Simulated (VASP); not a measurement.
# Co in VASP: notebook

The runs below take Co through single point, relaxation of the atoms, with PBE.

Everything below comes from runs of VASP 6.6.1. Logs are shortened: lines on timing, memory, paths and dates and some standing lists are left out, and cuts for length are marked.

## Step 1: The structure

The cell holds a slab with vacuum, 6 atoms: a = 2.489 Å, b = 4.026 Å, c = 20.029 Å, α = 90.00°, β = 90.00°, γ = 90.00°.

The slab is cut from a database's or a generator's crystal, which needn't be the stable form of the element.

## Step 2: Single point, PBE, collinear spin, ferromagnetic start

File INCAR:

```
PREC = Accurate
ENCUT = 520
EDIFF = 1E-6
ISMEAR = 1
SIGMA = 0.1
LREAL = F
LASPH = T
NELM = 150
ALGO = Normal
ISIF = 2
LWAVE = F
LCHARG = F
ISPIN = 2
MAGMOM = 1.8 1.8 1.8 1.8 1.8 1.8
LORBIT = 11
LMAXMIX = 4
LDIPOL = T
IDIPOL = 3
DIPOL = 0.5 0.5 0.500
GGA = PE
NBANDS = 40
AMIX = 0.2
BMIX = 1E-4
AMIX_MAG = 0.8
BMIX_MAG = 1E-4
LVHAR = T
LVACPOTAV = T
ICORELEVEL = 1
KPAR = 4
```

File KPOINTS:

```
regular mesh
0
Gamma
  15 10 1
```

File POSCAR:

```
Co
1.0
    2.4887480100      0.0000000000      0.0000000000
    0.0000000000      4.0261540000      0.0000000000
    0.0000000000      0.0000000000     20.0290790900
Co
6
Direct
    0.9999995000      0.7500000000      0.3744555600
    0.5000005000      0.2500000000      0.4103254600
    0.4999994900      0.7500000000      0.4820650500
    0.0000004900      0.2500000000      0.5179349500
    0.9999994900      0.7500000000      0.5896745400
    0.5000004900      0.2500000000      0.6255444400
```

Potentials or basis: VASP PAW PBE potentials, release 64 (Co).

Run with:

```
$ cat potpaw_PBE.64/Co/POTCAR > POTCAR
$ mpirun -np 4 vasp_std > vasp.out
```

OUTCAR:

```text
PREC = Accurate
   ENCUT = 520
   EDIFF = 1E-6
   ISMEAR = 1
   LREAL = F
   LASPH = T
   NELM = 150
   ISIF = 2
   ISPIN = 2
   LORBIT = 11
   GGA = PE
   AMIX = 0.2
   AMIX_MAG = 0.8

 ion  position               nearest neighbor table
   1  1.000  0.750  0.374-   2 2.47   2 2.47   2 2.47   2 2.47   3 2.49   3 2.49
   2  0.500  0.250  0.410-   1 2.47   1 2.47   3 2.47   3 2.47   1 2.47   1 2.47   4 2.49   4 2.49

   3  0.500  0.750  0.482-   4 2.47   4 2.47   2 2.47   2 2.47   4 2.47   4 2.47   1 2.49   5 2.49
                             5 2.49   1 2.49
   4  0.000  0.250  0.518-   3 2.47   3 2.47   5 2.47   5 2.47   3 2.47   3 2.47   2 2.49   6 2.49
                             6 2.49   2 2.49
   5  1.000  0.750  0.590-   6 2.47   6 2.47   4 2.47   4 2.47   6 2.47   6 2.47   3 2.49   3 2.49

   6  0.500  0.250  0.626-   5 2.47   5 2.47   5 2.47   5 2.47   4 2.49   4 2.49

  LATTYP: Found a simple orthorhombic cell.
 ALAT       =     2.4887480100
 B/A-ratio  =     1.6177427300
 C/A-ratio  =     8.0478533823

  Lattice vectors:

 A1 = (   2.4887480100,   0.0000000000,   0.0000000000)
 A2 = (   0.0000000000,   4.0261540000,   0.0000000000)
 A3 = (   0.0000000000,   0.0000000000,  20.0290790900)

Analysis of symmetry for initial positions (statically):
=====================================================================
 Subroutine PRICEL returns:
 Original cell was already a primitive cell.

 Routine SETGRP: Setting up the symmetry group for a
 simple orthorhombic supercell.

 Subroutine GETGRP returns: Found  8 space group operations
 (whereof  2 operations were pure point group operations)
 out of a pool of  8 trial point group operations.

The static configuration has the point symmetry C_1h.
 The point group associated with its full space group is D_2h.

Analysis of symmetry for dynamics (positions and initial velocities):
=====================================================================
 Subroutine PRICEL returns:
 Original cell was already a primitive cell.

 Routine SETGRP: Setting up the symmetry group for a
 simple orthorhombic supercell.

 Subroutine GETGRP returns: Found  8 space group operations
 (whereof  2 operations were pure point group operations)
 out of a pool of  8 trial point group operations.

The dynamic configuration has the point symmetry C_1h.
 The point group associated with its full space group is D_2h.

Analysis of structural, dynamic, and magnetic symmetry:
=====================================================================
 Subroutine PRICEL returns:
 Original cell was already a primitive cell.

 Routine SETGRP: Setting up the symmetry group for a
 simple orthorhombic supercell.

 Subroutine GETGRP returns: Found  8 space group operations
 (whereof  2 operations were pure point group operations)
 out of a pool of  8 trial point group operations.

The overall configuration has the point symmetry C_1h.
 The point group associated with its full space group is D_2h.

 Subroutine INISYM returns: Found  8 space group operations
 (whereof  2 operations are pure point group operations),
 and found     1 'primitive' translations

----------------------------------------------------------------------------------------

                                     Primitive cell

  volume of cell :     200.6930

  direct lattice vectors                    reciprocal lattice vectors
     2.488748010  0.000000000  0.000000000     0.401808458  0.000000000  0.000000000
     0.000000000  4.026154000  0.000000000     0.000000000  0.248375994  0.000000000
     0.000000000  0.000000000 20.029079090     0.000000000  0.000000000  0.049927408

  length of vectors
     2.488748010  4.026154000 20.029079090     0.401808458  0.248375994  0.049927408

  position of ions in fractional coordinates (direct lattice)
     0.999999500  0.750000000  0.374455560
     0.500000500  0.250000000  0.410325460
     0.499999490  0.750000000  0.482065050
     0.000000490  0.250000000  0.517934950
     0.999999490  0.750000000  0.589674540
     0.500000490  0.250000000  0.625544440

  ion indices of the primitive-cell ions
   primitive index   ion index
                 1           1
                 2           2
                 3           3
                 4           4
[... 71 lines left out ...]
   LASPH  =      T    aspherical Exc in radial PAW
   ENCUT  =  520.0 eV  38.22 Ry    6.18 a.u.   4.63  7.49 37.24*2*pi/ulx,y,z
   NELM   =    150;   NELMIN=  2; NELMDL= -5     # of ELM steps
   EDIFF  = 0.1E-05   stopping-criterion for ELM
   LREAL  =      F    real-space projection
   EDIFFG = 0.1E-04   stopping-criterion for IOM
   NSW    =      0    number of steps for IOM
   IBRION =     -1    ionic relax: 0-MD 1-quasi-New 2-CG
   NFREE  =      0    steps in history (QN), initial steepest desc. (CG)
   ISIF   =      2    stress and relaxation
   ISYM   =      2    0-nonsym 1-usesym 2-fastsym
   POTIM  = 0.5000    time-step for ionic-motion
   TEBEG  =    0.0;   TEEND  =   0.0 temperature during run
   PSTRESS=    0.0 pullay stress
   NELECT =      54.0000    total number of electrons
   NUPDOWN=      -1.0000    fix difference up-down
   EMIN   =  10.00;   EMAX   =-10.00  energy-range for DOS
   EFERMI =   0.00;   METHOD = LEGACY
   ISMEAR =     1;   SIGMA  =   0.10  broadening in eV -4-tet -1-fermi 0-gaus
   EFERMI_NEDOS =   21; number of points for ismear=-14 and -15
   IALGO  =     38    algorithm
   IMIX   =      4    mixing-type and parameters
     AMIX     =   0.20;   BMIX     =  0.00
     AMIX_MAG =   0.80;   BMIX_MAG =  0.00
  volume/ion in A,a.u.               =      33.45       225.72
  Fermi-wavevector in a.u.,A,eV,Ry     =   1.056887  1.997227 15.197852  1.117011
  Thomas-Fermi vector in A             =   2.192140
   LORBIT       =     11    0 simple, 1 ext, 2 COOP (PROOUT), +10 PAW based schemes
   GGA     = PE    functional components
   LHFCALC =     F    Hartree Fock is set to
   AEXX    =    0.0000 exact exchange contribution
   IVDW    =     0    specifies the selected vdW correction
   LEPSILON=     F    determine dielectric tensor
   LRPA    =     F    only Hartree local field effects (RPA)
 spin polarized calculation
 Methfessel and Paxton  Order N= 1 SIGMA  =   0.10
  energy-cutoff  :      520.00
  volume of cell :      200.69
 maximum number of plane-waves:      5449
 NGX is ok and might be reduce to    20
   NGX =  9   NGY = 15   NGZ = 75

 number of electron      53.9999972 magnetization       9.9654705

 number of electron      53.9999972 magnetization      10.2896264

 dipolmoment           0.000000      0.000000     -0.000000 electrons x Angstroem

 Free energy of the ion-electron system (eV)
  ---------------------------------------------------
  ext. energy  EPLUGINS =         0.00000000
  ---------------------------------------------------
  free energy    TOTEN  =       -39.32427453 eV

  energy without entropy =      -39.32370204  energy(sigma->0) =      -39.32408370

 the core state eigenenergies are
   1-  1s  -7585.5013  2s   -891.6613  2p   -762.6275  3s    -94.6691  3p    -57.9527

   2-  1s  -7585.6253  2s   -891.8424  2p   -762.8048  3s    -94.7271  3p    -58.0024

   3-  1s  -7585.6918  2s   -891.9534  2p   -762.9111  3s    -94.8483  3p    -58.1260

   4-  1s  -7585.6918  2s   -891.9534  2p   -762.9111  3s    -94.8483  3p    -58.1260

   5-  1s  -7585.6253  2s   -891.8424  2p   -762.8048  3s    -94.7271  3p    -58.0024

   6-  1s  -7585.5013  2s   -891.6613  2p   -762.6275  3s    -94.6691  3p    -57.9527

 E-fermi :   0.3074     XC(G=0):  -5.3634

 val. band max:        0.3006330357   @ k =   0.2667   0.4000   0.0000
 cond. band min:       0.3083394763   @ k =   0.4667   0.4000   0.0000
 fundamental gap:      0.0077064407
 Fermi energy:         0.3073978351

 spin component 1

 k-point     1 :       0.0000    0.0000    0.0000
  band No.  band energies     occupation
      1      -7.9985      1.00000
      2      -6.1486      1.00000
      3      -4.7497      1.00000
      4      -4.5219      1.00000
      5      -4.2616      1.00000
      6      -3.9346      1.00000
[... 997 lines left out ...]
     38       7.6716      0.00000
     39       7.7080      0.00000

 [... further k-points ...]

 spin component 2

 k-point     1 :       0.0000    0.0000    0.0000
  band No.  band energies     occupation
      1      -7.9882      1.00000
      2      -6.0605      1.00000
      3      -4.1576      1.00000
      4      -3.4542      1.00000
      5      -3.0173      1.00000
      6      -2.6890      1.00000
[... 997 lines left out ...]
     38       8.2905      0.00000
     39       8.3420      0.00000

 [... further k-points ...]

 [bands above 39 left out]

------------------------ aborting loop because EDIFF is reached ----------------------------------------

  FORCE on cell =-STRESS in cart. coord.  units (eV):
  Direction    XX          YY          ZZ          XY          YZ          ZX
  --------------------------------------------------------------------------------------
  -------------------------------------------------------------------------------------
  Total       -3.1817002     -3.3660856     -1.3956123     -0.0000000     -0.0000000      0.0000000
  in kB      -25.4002243    -26.8722141    -11.1414848     -0.0000000     -0.0000000      0.0000000
  external PRESSURE =     -21.1379744 kB  Pullay stress =       0.0000000 kB

 VOLUME and BASIS-vectors are now :
 -----------------------------------------------------------------------------
  energy-cutoff  :      520.00
  volume of cell :      200.69
      direct lattice vectors                 reciprocal lattice vectors
     2.488748010  0.000000000  0.000000000     0.401808458  0.000000000  0.000000000
     0.000000000  4.026154000  0.000000000     0.000000000  0.248375994  0.000000000
     0.000000000  0.000000000 20.029079090     0.000000000  0.000000000  0.049927408

 POSITION                                       TOTAL-FORCE (eV/Angst)
 -----------------------------------------------------------------------------------
      2.48875      3.01962      7.50000         0.000000     -0.000000      0.469677
      1.24438      1.00654      8.21844         0.000000     -0.000000     -0.206183
      1.24437      3.01962      9.65532         0.000000      0.000000     -0.247159
      0.00000      1.00654     10.37376         0.000000      0.000000      0.247159
      2.48875      3.01962     11.81064         0.000000      0.000000      0.206183
      1.24438      1.00654     12.52908         0.000000      0.000000     -0.469677
 -----------------------------------------------------------------------------------
    total drift:                                0.000030      0.000000     -0.000083

  FREE ENERGIE OF THE ION-ELECTRON SYSTEM (eV)
  ---------------------------------------------------
  free  energy   TOTEN  =       -39.3242745318 eV

  energy  without entropy=      -39.3237020428  energy(sigma->0) =      -39.32408370

 vacuum level on the upper side and lower side of the slab         4.943         4.943

 total charge

# of ion       s       p       d       tot
------------------------------------------
    1        0.474   0.360   7.227   8.061
    2        0.485   0.454   7.239   8.178
    3        0.488   0.518   7.268   8.274
    4        0.488   0.518   7.268   8.274
    5        0.485   0.454   7.239   8.178
    6        0.474   0.360   7.227   8.061
--------------------------------------------------
tot          2.894   2.663  43.469  49.026

 magnetization (x)

# of ion       s       p       d       tot
------------------------------------------
    1       -0.005  -0.036   1.864   1.823
    2       -0.014  -0.049   1.747   1.684
    3       -0.012  -0.052   1.743   1.679
    4       -0.012  -0.052   1.743   1.679
    5       -0.014  -0.049   1.747   1.684
    6       -0.005  -0.036   1.864   1.823
--------------------------------------------------
tot         -0.063  -0.273  10.708  10.372
```

Run time: 5 min. Hardware: 4 MPI ranks of Intel Xeon Platinum 8259CL at 2.50GHz (Skylake/Cascade Lake), shared host; peak memory 0.68 GiB.

Results:

| Item | Value |
| --- | --- |
| Free energy | -39.3243 eV |
| Largest force | 0.470 eV/Å |
| Band gap on the k mesh | none (metal or under the smearing width) |
| Net moment | 10.29 μB per cell |
| Site moments | Co +1.82, +1.68 μB |
| Valence electrons inside the program's atomic spheres | Co 8.06, 8.18, 8.27 |
| Work function of the upper face | 4.64 eV |
| Work function of the lower face | 4.64 eV |

Forces on the atoms (eV/Å):
```
Co   0.000  0.000  0.470
Co   0.000  0.000 -0.206
Co   0.000  0.000 -0.247
Co   0.000  0.000  0.247
Co   0.000  0.000  0.206
Co   0.000  0.000 -0.470
```

Core levels (eV, on the scale of the bands):
```csv
atom,levels
1 Co,"1s -7585.5, 2s -891.7, 2p -762.6, 3s -94.7, 3p -58.0"
2 Co,"1s -7585.6, 2s -891.8, 2p -762.8, 3s -94.7, 3p -58.0"
3 Co,"1s -7585.7, 2s -892.0, 2p -762.9, 3s -94.8, 3p -58.1"
4 Co,"1s -7585.7, 2s -892.0, 2p -762.9, 3s -94.8, 3p -58.1"
5 Co,"1s -7585.6, 2s -891.8, 2p -762.8, 3s -94.7, 3p -58.0"
6 Co,"1s -7585.5, 2s -891.7, 2p -762.6, 3s -94.7, 3p -58.0"
```

## Step 3: Relaxation of the atoms, PBE, collinear spin, ferromagnetic start

INCAR, as its differences from that of step 2:

```diff
@@ -20,3 +20,5 @@
 GGA = PE
-NBANDS = 40
+IBRION = 2
+NSW = 80
+EDIFFG = -0.02
 AMIX = 0.2
@@ -25,5 +27,2 @@
 BMIX_MAG = 1E-4
-LVHAR = T
-LVACPOTAV = T
-ICORELEVEL = 1
 KPAR = 4
```

KPOINTS is that of step 2.

POSCAR is that of step 2.

Potentials or basis: VASP PAW PBE potentials, release 64 (Co).

Run with:

```
$ cat potpaw_PBE.64/Co/POTCAR > POTCAR
$ mpirun -np 4 vasp_std > vasp.out
```

It took 18 min on 4 MPI ranks of Intel Xeon Platinum 8259CL at 2.50GHz (Skylake/Cascade Lake), shared host; peak memory 0.67 GiB.

It converged, with:

```
Free energy                                           : -39.3667 eV
Energy gained by relaxing                             : 7.1 meV/atom
Ionic steps                                           : 8
Largest force after relaxing                          : 0.011 eV/Å
Band gap on the k mesh                                : none (metal or under the smearing width)
Net moment                                            : 10.17 μB per cell
Site moments                                          : Co +1.79, +1.67 μB
Valence electrons inside the program's atomic spheres : Co 8.12, 8.19, 8.29
```

Forces on the atoms (eV/Å):
```
Co   0.000  0.000  0.003
Co   0.000  0.000  0.011
Co   0.000  0.000  0.002
Co   0.000  0.000 -0.002
Co   0.000  0.000 -0.011
Co   0.000  0.000 -0.003
```

The path:
```csv
step,energy change (eV),largest force (eV/Å),pressure (GPa)
1,0.0000,0.4688,-2.15
2,-0.0238,0.2939,-1.92
3,-0.0322,0.1815,-1.67
4,-0.0368,0.1298,-1.56
5,-0.0422,0.0335,-1.31
6,-0.0423,0.0244,-1.25
7,-0.0423,0.0248,-1.26
8,-0.0425,0.0111,-1.20
```

Final structure:
```xyz
6
Lattice="2.4887 0.0000 0.0000 0.0000 4.0262 0.0000 0.0000 0.0000 20.0291" Properties=species:S:1:pos:R:3 pbc="T T T"
Co    2.4887    3.0196    7.5837
Co    1.2444    1.0065    8.1946
Co    1.2444    3.0196    9.6635
Co    0.0000    1.0065   10.3655
Co    2.4887    3.0196   11.8345
Co    1.2444    1.0065   12.4453
```

Levels at points of the mesh, in eV from the Fermi level:
Spin up:
| k point | band 29 | band 30 | band 31 | band 32 | band 33 | band 34 | band 35 | band 36 |
| --- | --- | --- | --- | --- | --- | --- | --- | --- |
| (0.00, 0.00, 0.00) | -0.90 | -0.89 | -0.81 | -0.55 | -0.55 | 0.47 | 1.06 | 3.82 |
| (0.00, 0.50, 0.00) | -1.11 | -1.11 | -0.83 | -0.83 | -0.74 | -0.74 | 0.63 | 0.63 |
Spin down:
```tsv
k point	band 19	band 20	band 21	band 22	band 23	band 24	band 25	band 26
(0.00, 0.00, 0.00)	-0.56	-0.44	-0.41	-0.39	-0.36	-0.10	0.03	0.17
(0.00, 0.50, 0.00)	-0.46	-0.46	-0.23	-0.23	0.00	0.00	0.42	0.42
```

## Step 4: Single point, PBE, collinear spin, ferromagnetic start

INCAR, as its differences from that of step 3:

```diff
@@ -20,5 +20,3 @@
 GGA = PE
-IBRION = 2
-NSW = 80
-EDIFFG = -0.02
+NBANDS = 40
 AMIX = 0.2
@@ -27,2 +25,5 @@
 BMIX_MAG = 1E-4
+LVHAR = T
+LVACPOTAV = T
+ICORELEVEL = 1
 KPAR = 4
```

KPOINTS is that of step 3.

File POSCAR:

```
Co                                      
1.0
    2.4887480100      0.0000000000      0.0000000000
    0.0000000000      4.0261540000      0.0000000000
    0.0000000000      0.0000000000     20.0290790900
  Co            
     6
Direct
     0.9999995000000013    0.7500000000000000    0.3786366776208999
     0.5000004999999987    0.2500000000000000    0.4091358996499855
     0.4999994900000004    0.7500000000000000    0.4824756202301739
     0.0000004899999979    0.2500000000000000    0.5175243797698261
     0.9999994900000004    0.7500000000000000    0.5908641003500145
     0.5000004899999979    0.2500000000000000    0.6213633223791002
```

Run with:

```
$ cat potpaw_PBE.64/Co/POTCAR > POTCAR
$ mpirun -np 4 vasp_std > vasp.out
```

It took 4.7 min on 4 MPI ranks of Intel Xeon Platinum 8259CL at 2.50GHz (Skylake/Cascade Lake), shared host; peak memory 0.68 GiB.

Results (log left out):

| Quantity | Value |
| --- | --- |
| Free energy | -39.3667 eV |
| Largest force | 0.011 eV/Å |
| Band gap on the k mesh | none (metal or under the smearing width) |
| Net moment | 10.17 μB per cell |
| Site moments | Co +1.79, +1.67 μB |
| Valence electrons inside the program's atomic spheres | Co 8.12, 8.19, 8.29 |
| Work function of the upper face | 4.69 eV |
| Work function of the lower face | 4.69 eV |

Forces on the atoms (eV/Å):
```
Co   0.000  0.000  0.002
Co   0.000  0.000  0.011
Co   0.000  0.000  0.003
Co   0.000  0.000 -0.003
Co   0.000  0.000 -0.011
Co   0.000  0.000 -0.002
```

Levels at points of the mesh, in eV from the Fermi level:
Spin up:
```tsv
k point	band 29	band 30	band 31	band 32	band 33	band 34	band 35	band 36
(0.00, 0.00, 0.00)	-0.90	-0.89	-0.81	-0.55	-0.55	0.47	1.06	3.82
(0.00, 0.50, 0.00)	-1.11	-1.11	-0.82	-0.82	-0.74	-0.74	0.63	0.63
```
Spin down:
```
           k point  band 19  band 20  band 21  band 22  band 23  band 24  band 25  band 26
(0.00, 0.00, 0.00)    -0.56    -0.44    -0.41    -0.39    -0.36    -0.10     0.03     0.17
(0.00, 0.50, 0.00)    -0.46    -0.46    -0.23    -0.23     0.00     0.00     0.42     0.42
```

Core levels (eV, on the scale of the bands):
```
atom                                                levels
1 Co  1s -7585.5, 2s -891.7, 2p -762.7, 3s -94.7, 3p -58.0
2 Co  1s -7585.6, 2s -891.9, 2p -762.8, 3s -94.7, 3p -58.0
3 Co  1s -7585.7, 2s -892.0, 2p -762.9, 3s -94.9, 3p -58.2
4 Co  1s -7585.7, 2s -892.0, 2p -762.9, 3s -94.9, 3p -58.2
5 Co  1s -7585.6, 2s -891.9, 2p -762.8, 3s -94.7, 3p -58.0
6 Co  1s -7585.5, 2s -891.7, 2p -762.7, 3s -94.7, 3p -58.0
```
